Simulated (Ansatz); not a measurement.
Al:

```
CELL_PARAMETERS angstrom
0.00000 2.02481 2.02481
2.02481 0.00000 2.02481
2.02481 2.02481 0.00000
ATOMIC_POSITIONS crystal
Al 0.00000 0.00000 0.00000
```

Base run:

```yaml
Program: Ansatz 0.2.0
Functional: LDA
Potentials_or_basis: Ansatz PAW
Cutoff: "420 eV (not typed: the program's choice for these potentials)"
k_mesh: 11 × 11 × 11
Occupations: fermi-dirac, width 0.05 eV
Spin: no spin polarisation
```

Its results: band gap on the k mesh none (metal or under the smearing width); pressure -3.7 GPa.

Problem. After a change of settings the same cell gave: band gap on the k mesh none (metal or under the smearing width); pressure 1.0 GPa. Which change was it?
A. functional from LDA to r2SCAN; cutoff from 420 eV (not typed: the program's choice for these potentials) to 500 eV (not typed: the program's choice for these potentials)
B. functional from LDA to RPBE
C. functional from LDA to BLYP
D. functional from LDA to PBE

Solution. B.

RPBE binds less tightly than LDA, so the same cell stands under more pressure.

Caveats: the PAW data sets come from PBE, with cores solved anew for the run's functional, which leaves a small shift of forces and pressure.
